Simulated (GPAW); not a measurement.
**BaTiO3: equation of state with C09-vdW**

The system is BaTiO3.

```
CELL_PARAMETERS angstrom
3.99980 0.00000 0.00000
0.00000 3.99980 0.00000
0.00000 0.00000 4.01800
ATOMIC_POSITIONS crystal
Ba 0.00000 0.00000 0.00000
Ti 0.50000 0.50000 0.49000
O 0.00000 0.50000 0.51700
O 0.50000 0.00000 0.51700
O 0.50000 0.50000 0.01900
```

| Property | Result |
| --- | --- |
| Program | GPAW 26.7.0 |
| Task | equation of state |
| Functional | C09-vdW |
| Potentials or basis | GPAW PAW data sets (gpaw-data 1.2.1) |
| Cutoff | 800 eV |
| Basis | pw |
| k mesh | 4 × 4 × 4 |
| Occupations | fermi-dirac, width 0.05 eV |
| Spin | no spin polarisation |

The equilibrium volume is 12.74 Å³/atom, the bulk modulus at fixed shape and positions is 178 GPa and the pressure derivative of the bulk modulus is 4.4.

Energy against volume, from the lowest point:
| volume (Å³/atom) | energy (meV/atom) |
| --- | --- |
| 12.085 | 20.05 |
| 12.342 | 6.75 |
| 12.599 | 0.35 |
| 12.856 | 0.00 |
| 13.113 | 5.19 |
| 13.371 | 15.30 |
| 13.628 | 29.79 |

Wall time 120 s on 1 thread of AMD EPYC 9R45 96-Core Processor (Zen 5), with other jobs on the host, peak memory 0.5 GiB.

Caveat: the k mesh is coarse (spacing up to 0.39 Å⁻¹), so the values aren't converged; the cell was scaled at fixed shape and fractional positions, which overstates the stiffness of a crystal with free parameters, most of all of layers and chains; the PAW data sets were made with another functional, which shifts forces and pressure a little. The run has no spin-orbit coupling, so splittings on Ba are missing.
